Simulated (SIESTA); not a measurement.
Runs of SIESTA 5.4.2 on MnO. The structure is cubic, space group Fm-3m (No. 225). The conventional cell has a = 4.444 Å, b = 4.444 Å, c = 4.444 Å, α = 90.00°, β = 90.00°, γ = 90.00°. Mn (site symmetry m-3m) is surrounded by 6 O at 2.22 Å. O (site symmetry m-3m) is surrounded by 6 Mn at 2.22 Å. 

```tsv
level	U	gap on the mesh (eV)	pressure (GPa)	moment (μB)
PBE+U	Mn d U = 8 eV	0.90	15.1	5.00
PBE+U	Mn d U = 2 eV	none	8.3	5.00
PBE+U	Mn d U = 6 eV	(b)	(a)	5.00
PBE	-	none	1.4	4.81
PBE+U	Mn d U = 4 eV	0.36	10.7	5.00
```

Alike in all rows: task single point; potentials or basis PseudoDojo 0.4 standard (PBE files), DZP (energy shift 0.003 Ry; two zetas on semicore shells); spin collinear, ferromagnetic start; cell as given; k mesh 7 × 7 × 7; smearing fermi-dirac 0.05 eV; grid cutoff 800 Ry; energy shift 0.003 Ry.

Estimate the missing entries.

(a) 13.0; (b) 0.66.

Caveats: short orbitals over semicore shells can move pressures by several GPa; the basis of atomic orbitals isn't converged, which shifts pressures, moduli and gaps; a cell with one magnetic atom can't hold antiferromagnetic order, which such compounds often take; an odd mesh through Γ misses points on the zone boundary, where band edges often lie (some runs); semilocal functionals often make such compounds metallic where correlation or magnetic order opens a gap, which also shifts bond lengths (some runs).

A gap of «none» marks a metal or a gap under the smearing width.

Not every run made on this cell is shown here.
